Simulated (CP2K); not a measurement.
**PbSe and the effect of the choice of potentials or basis**

It takes space group Fm-3m (No. 225, cubic). The conventional cell has a = 6.121 Å, b = 6.121 Å, c = 6.121 Å, α = 90.00°, β = 90.00°, γ = 90.00°. Around Pb (site symmetry m-3m) lie 6 Se at 3.06 Å. Se (site symmetry m-3m) is surrounded by 6 Pb at 3.06 Å.

Kept alike: task single point; functional PBE; k mesh 8 × 8 × 8; occupations fermi-dirac, width 0.05 eV; no spin polarisation. Program: CP2K. The mesh is that of the run's cell of 2 atoms. No spin-orbit coupling.

```csv
choice of potentials or basis,band gap (eV),pressure (GPa)
"GTH_POTENTIALS Pb GTH-BLYP-q4, Se GTH-BLYP-q6; DZVP-MOLOPT-SR-GTH basis",0.233,0.95
"GTH_POTENTIALS Pb GTH-PADE-q4, Se GTH-PADE-q6; DZVP-MOLOPT-SR-GTH basis (made for LDA)",0.305,-1.62
"GTH_POTENTIALS Pb GTH-PBE-q4, Se GTH-PBE-q6; DZVP-MOLOPT-SR-GTH basis",0.321,2.27
"POTENTIAL_UZH Pb GTH-PBE0-q4, Se GTH-PBE0-q6; DZVP-MOLOPT-SR-GTH basis",0.227,2.21
"POTENTIAL_UZH Pb GTH-SCAN-q4, Se GTH-SCAN-q6; DZVP-MOLOPT-SR-GTH basis",0.233,-0.06
```

Pressure is positive in compression. Spin-orbit coupling, left out here, moves the band edges of heavy atoms and can close or invert small gaps. A gap read on the mesh alone can miss an edge between its points.

Q: What does the choice of potentials or basis change here?

A: The band gap runs from 0.227 (POTENTIAL_UZH Pb GTH-PBE0-q4, Se GTH-PBE0-q6; DZVP-MOLOPT-SR-GTH basis) to 0.321 eV (GTH_POTENTIALS Pb GTH-PBE-q4, Se GTH-PBE-q6; DZVP-MOLOPT-SR-GTH basis). The pressure runs from -1.62 (GTH_POTENTIALS Pb GTH-PADE-q4, Se GTH-PADE-q6; DZVP-MOLOPT-SR-GTH basis (made for LDA)) to 2.27 GPa (GTH_POTENTIALS Pb GTH-PBE-q4, Se GTH-PBE-q6; DZVP-MOLOPT-SR-GTH basis).
